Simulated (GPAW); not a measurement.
The system is Sr.

```
CELL_PARAMETERS angstrom
-2.43500 2.43500 2.43500
2.43500 -2.43500 2.43500
2.43500 2.43500 -2.43500
ATOMIC_POSITIONS crystal
Sr 0.00000 0.00000 0.00000
```

This isn't the form of Sr at room conditions, which is fcc.

Base run:

```yaml
Program: GPAW 26.7.0
Functional: LDA
Potentials_or_basis: the program's PAW data sets (release 1.2.1) made for this functional
Cutoff: 600 eV
Basis: pw
k_mesh: 8 × 8 × 8
Occupations: gaussian, width 0.1 eV
Spin: no spin polarisation
```

Its results: band gap on the k mesh none (metal or under the smearing width); pressure -1.9 GPa.

Problem. The run is repeated on the same cell with these changes: functional from LDA to PBEsol; potentials or basis from the program's PAW data sets (release 1.2.1) made for this functional to PAW data sets generated in the run's folder for this functional. What comes out?

Solution. Band gap on the k mesh none (metal or under the smearing width); pressure -1.2 GPa.

Caveats: the cell was measured hot, at 901 K.
